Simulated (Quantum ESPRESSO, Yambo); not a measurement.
# As (buckled honeycomb monolayer): G0W0 with Yambo, start to end, part 2 of 3

Wanted: ground state, empty states, screening and self-energy for As (buckled honeycomb monolayer).

Quantum ESPRESSO 7.5 and Yambo 5.3.0; PBE and many-body steps on it, plane waves. Known limits of the many-body steps: not at the basis limit; no spin-orbit coupling.

So far. Step 2 (Ground state): The gap is indirect, with the least direct gap 0.30 eV higher. Step 3 (Bands along the symmetry lines): The gap is 1.630 eV, −0.015 eV from the run before at this level.

## 4. Empty states on the mesh, 6×6×1 mesh, 97 bands

Level of this step: DFT, PBE, plane waves, norm-conserving pseudopotentials (Quantum ESPRESSO).

The sums over transitions need many empty states on a uniform mesh; this step solves for them.

pw.in reads:

```
&control
  calculation = 'nscf'
  prefix = 'x'
  outdir = 'o'
  pseudo_dir = 'pseudo'
/
&system
  ibrav = 0
  nat = 2
  ntyp = 1
  ecutwfc = 100.0
  nbnd = 97
  force_symmorphic = .true.
/
&electrons
  conv_thr = 1e-9
  electron_maxstep = 80
  diago_full_acc = .true.
  diago_thr_init = 5e-6
/
ATOMIC_SPECIES
  As 74.922 As.upf
CELL_PARAMETERS angstrom
  3.6112698141 -0.0000000000 0.0000000000
  -1.8056349070 3.1274513989 0.0000000000
  0.0000000000 0.0000000000 14.0000000000
ATOMIC_POSITIONS crystal
  As 0.3333333333 0.6666666667 0.4503483115
  As 0.6666666667 0.3333333333 0.5496516885
K_POINTS automatic
  6 6 1 0 0 0
```

Command:

```bash
> OMP_NUM_THREADS=1 mpirun -n 8 pw.x -nk 4 -in pw.in > pw.out
```

The log of the run:

```text
[banner, memory and clock lines left out]
Program PWSCF v.7.5 starts

     Atomic positions and unit cell read from directory:
     o/x.save/

     Message from routine setup:
     using ibrav=0 with symmetry is DISCOURAGED, use correct ibrav instead

     bravais-lattice index     =            0
     lattice parameter (alat)  =       6.8243  a.u.
     unit-cell volume          =    1067.0263 (a.u.)^3
     number of atoms/cell      =            2
     number of atomic types    =            1
     number of electrons       =        46.00
     number of Kohn-Sham states=           97
     kinetic-energy cutoff     =     100.0000  Ry
     charge density cutoff     =     400.0000  Ry
     Exchange-correlation= PBE
                           (   1   4   3   4   0   0   0)

     celldm(1)=   6.824311  celldm(2)=   0.000000  celldm(3)=   0.000000
     celldm(4)=   0.000000  celldm(5)=   0.000000  celldm(6)=   0.000000

     crystal axes: (cart. coord. in units of alat)
               a(1) = (   1.000000  -0.000000   0.000000 )
               a(2) = (  -0.500000   0.866025   0.000000 )
               a(3) = (   0.000000   0.000000   3.876753 )

     reciprocal axes: (cart. coord. in units 2 pi/alat)
               b(1) = (  1.000000  0.577350 -0.000000 )
               b(2) = (  0.000000  1.154701 -0.000000 )
               b(3) = ( -0.000000 -0.000000  0.257948 )
     Pseudo is Norm-conserving + core correction, Zval = 23.0
     Generated using ONCVPSP code by D. R. Hamann
     Using radial grid of 1358 points,  6 beta functions with:
     As               23.00    74.92200     As( 1.00)

     12 Sym. Ops., with inversion, found

   Cartesian axes

     site n.     atom                  positions (alat units)
         1        As     tau(   1) = (  -0.0000000   0.5773503   1.7458890  )
         2        As     tau(   2) = (   0.5000000   0.2886751   2.1308637  )

     number of k points=     7
                       cart. coord. in units 2pi/alat
        k(    1) = (   0.0000000   0.0000000   0.0000000), wk =   0.0555556
        k(    2) = (   0.0000000   0.1924501   0.0000000), wk =   0.3333333
        k(    3) = (   0.0000000   0.3849002   0.0000000), wk =   0.3333333
        k(    4) = (   0.0000000  -0.5773503   0.0000000), wk =   0.1666667
        k(    5) = (   0.1666667   0.2886751   0.0000000), wk =   0.3333333
        k(    6) = (   0.1666667   0.4811252   0.0000000), wk =   0.6666667
        k(    7) = (   0.3333333   0.5773503   0.0000000), wk =   0.1111111

     Dense  grid:   144181 G-vectors     FFT dimensions: (  45,  45, 180)

     The potential is recalculated from file :
     o/x.save/charge-density

     Starting wfcs are   26 randomized atomic wfcs +   71 random wfcs

     Band Structure Calculation

     End of band structure calculation

          k = 0.0000 0.0000 0.0000 ( 18001 PWs)   bands (ev):

  -185.6156-185.6150-129.0136-129.0136-129.0112-129.0112-128.9556-128.9535
   -36.0725 -36.0725 -36.0393 -36.0393 -35.9786 -35.9637 -35.9637 -35.9205
   -35.9088 -35.9088 -14.3315  -8.0643  -1.4310  -0.9090  -0.9090   1.0392
     2.5909   2.5909   3.6642   3.9630   5.6607   6.9897   8.2441   9.2675
[...]
33.9040

          k = 0.0000 0.1925 0.0000 ( 17989 PWs)   bands (ev):

  -185.6155-185.6151-129.0136-129.0135-129.0113-129.0112-128.9554-128.9537
[...]
34.9174

          k = 0.0000 0.3849 0.0000 ( 18027 PWs)   bands (ev):

  -185.6155-185.6151-129.0137-129.0132-129.0117-129.0111-128.9551-128.9540
[...]
29.6868  29.9012  29.9846  30.4616  30.6567  31.1708  31.3293  31.6336
    32.3108  33.1659  33.2826  33.4428  33.5312  33.6466  33.8154  33.8323
    34.3604

          k = 0.0000-0.5774 0.0000 ( 18060 PWs)   bands (ev):

     [... further k-points ...]

     highest occupied, lowest unoccupied level (ev):    -0.9090    0.7366

     XML data file, pseudopotentials, collected wavefunctions
```

Wall time 16 s (8 MPI ranks of Arm Neoverse V2, shared host); peak memory 1.1 GiB; 2.2 min of CPU time.

This step gave:

```yaml
gap: 1.646 eV
k_of_the_valence_top: 0, 0, 0
k_of_the_conduction_bottom: 0, 0.3333, 0
least_direct_gap: 1.948 eV
k_points_computed: 7
lowest_point_of_the_top_converged_band_above_the_valence_top: 34.81 eV
```

On this mesh the gap is 1.646 eV.

## 5. Conversion and set-up

This step: Yambo 5.3.0; conversion and set-up on PBE, plane waves, norm-conserving pseudopotentials.

The states are converted to the many-body program's format and the q mesh is built.

Command:

```bash
> (cd o/x.save; p2y > p2y.log; mv SAVE ../..); yambo > setup.log
```

The log of the run:

```text
 Yambo, version 5.3.0

 [02] CORE Variables Setup
 =========================

  [02.01] Unit cells
  ==================

  Cell kind             :  HCP
  Atoms in the cell     :  As
  number of As atoms    :  2

  List of atomic masses
  Mass of As    :  74.92200

  List of atomic coordinates    : [cc]
  As1       : -0.27822E-09   3.9400       11.914      order 1
  As2       :   3.41216   1.97001  14.54168  order 2

  Alat factors          :   6.82431   5.91003  26.45617 [a.u.]
  Direct lattice volume :   1067.03    [a.u.]
  Direct lattice vectors:  A[ 1 ]  A[ 2 ]  A[ 3 ]
   A[ 1 ]:  1.000000 -0.000000  0.000000  [iru]
   6.824311 -0.000000  0.000000  [cc]
   A[ 2 ]: -0.500000  1.000000  0.000000  [iru]
  -3.412155  5.910027  0.000000  [cc]
   A[ 3 ]:  0.000000  0.000000  1.000000  [iru]
    0.00000   0.00000  26.45617  [cc]

  Recip. lattice volume :  0.232469 [a.u.]
  Recip. lattice vectors:  B[ 1 ]  B[ 2 ]  B[ 3 ]
   B[ 1 ]:  1.000000  0.500000  0.000000  [iku]
   0.920706  0.531570 -0.000000  [cc]
   B[ 2 ]:  0.000000  1.000000  0.000000  [iku]
   0.000000  1.063140 -0.000000  [cc]
   B[ 3 ]:  0.000000  0.000000  1.000000  [iku]
  -0.000000 -0.000000  0.237494  [cc]

  [02.02] Symmetries
  ==================

  Inversion symmetry    : yes
  Spatial inversion     : yes
  Inversion index       :   7
  K-space Time-reversal : no
  Magnetic symmetries   : no
  Group table correct   : yes
  Symmetries units      :  [cc]

   [S  1]:   1.0000       0.0000       0.0000     -0.55235E-16   1.0000       0.0000       0.0000       0.0000       1.0000
   [S  2]:   1.0000       0.0000       0.0000     -0.31975E-10  -1.0000       0.0000       0.0000       0.0000      -1.0000
   [S  3]: -0.500000  0.866025  0.000000 -0.866025 -0.500000  0.000000  0.000000  0.000000  1.000000
[...]
[S 11]:  0.500000  0.866025  0.000000  0.866025 -0.500000  0.000000  0.000000  0.000000  1.000000
   [S 12]:  0.500000 -0.866025  0.000000 -0.866025 -0.500000  0.000000  0.000000  0.000000  1.000000

  [02.03] Reciprocal space
  ========================

  nG shells         :   6447
  nG charge         :  144181
  nG WFs            :  21351
  nC WFs            :  18060
  G-vecs. in first 80 shells:  [ Number ]
     1    3    5    7    9   15   27   39   41
    53   55   67   79   81   93   99  111  113
   125  137  149  161  167  169  181  193  205
[...]
809   811   823   835   859   865   877   889
  ...
  Shell energy in first 80 shells:  [ mHa ]
[...]
4971.20      5080.71      5086.20      5107.81      5114.40      5199.01      5331.23      5337.82      5340.02
    5527.54      5537.43      5672.94      5756.45      5760.84      5791.24      6092.67      6101.46      6240.27
    6321.58      6345.39      6461.49      6468.08      6776.11      6781.60      6809.80      6891.11
  ...

  [02.04] K-grid lattice
  ======================

[...]
K/Q-points units:
  rlu = crystal or reduced units; cc = cartesian coordinates; iku = interal k-units

  K [1]          [rlu]:  0.000000  0.000000  0.000000
         WF components:  18001
  K [2]          [rlu]:  0.000000  0.166667  0.000000
         WF components:  17989
  K [3]          [rlu]:  0.000000  0.333333  0.000000
         WF components:  18027
  K [4]          [rlu]:  0.000000 -0.500000  0.000000
         WF components:  18060
  K [5]          [rlu]:  0.166667  0.166667  0.000000
         WF components:  18003
  K [6]          [rlu]:  0.166667  0.333333  0.000000
         WF components:  18020
  K [7]          [rlu]:  0.333333  0.333333  0.000000
         WF components:  18033

  [02.05] Energies & Occupations
  ==============================

  [X] === General ===
  [X] Electronic Temperature                        :  0.000000  0.000000 [eV K]
  [X] Bosonic    Temperature                        :  0.000000  0.000000 [eV K]
  [X] Finite Temperature mode                       : no
  [X] El. density                                   :  0.29092E+24 [cm-3]
  [X] Fermi Level                                   : -0.908984 [eV]

  [X] === Gaps and Widths ===
  [X] Conduction Band Min                           :  1.645614 [eV]
  [X] Valence Band Max                              :  0.000000 [eV]
  [X] Filled Bands                                  :  23
  [X] Empty Bands                                   :   24   97
  [X] Direct Gap                                    :  1.948162 [eV]
  [X] Direct Gap localized at k                     :  1
  [X] Indirect Gap                                  :  1.645614 [eV]
  [X] Indirect Gap between kpts                     :  1  3
  [X] Last valence band width                       :  1.964014 [eV]
  [X] 1st conduction band width                     :  1.151044 [eV]

  E @ K [1]:  [eV]
  -184.7066 -184.7060 -128.1046 -128.1046 -128.1022 -128.1022 -128.0466 -128.0445
[...]
occ @ K [1]
[...]
E @ K [2]:  [eV]
[...]
occ @ K [2]
[...]
E @ K [3]:  [eV]
[...]
occ @ K [3]
[...]
E @ K [4]:  [eV]
[...]
occ @ K [4]
[...]
E @ K [5]:  [eV]
[...]
occ @ K [5]
[...]
E @ K [6]:  [eV]
[...]
occ @ K [6]
[...]
E @ K [7]:  [eV]
[...]
occ @ K [7]
[...]
0.000000  0.000000  0.000000  0.000000  0.000000  0.000000  0.000000  0.000000
   0.000000  0.000000  0.000000  0.000000  0.000000  0.000000  0.000000  0.000000

 [03] Transferred momenta grid and indexing
 ==========================================

 IBZ Q-points                                      :   7
 BZ  Q-points                                      :   36

 K/Q-points units:
 rlu = crystal or reduced units; cc = cartesian coordinates; iku = interal k-units

 Q [1]          [rlu]:  0.000000  0.000000  0.000000
 Q [2]          [rlu]: -0.10630E-16  0.16667       0.0000
 Q [3]          [rlu]: -0.21260E-16  0.33333       0.0000
 Q [4]          [rlu]:  0.31890E-16 -0.50000       0.0000
 Q [5]          [rlu]:  0.166667  0.166667  0.000000
 Q [6]          [rlu]:  0.166667  0.333333  0.000000
 Q [7]          [rlu]:  0.333333  0.333333  0.000000

  [03.01] X indexes
  =================

   [03.01.01] Sigma indexes
   ========================

 [06] Game Over & Game summary
```

Elapsed: 2.2 s, on 1 MPI rank; peak memory 0.26 GiB.

[end of part 2 of 3]

[Paths, hosts, dates, memory and timing lines, banners, echoed tables and standing remarks are left out of the program output.]

[Logs are printed without paths, hosts, clocks, repeated set-up lines and the standing remarks that a program may print on its own settings, such as how far it seeks lower states.]

[Runs of the session that timed out or met a known fault of the program may be left out.]

[Hosts, paths, dates, database ids (printed as entryN), source tags and the programs' standing remarks are cut or masked in the printed files.]
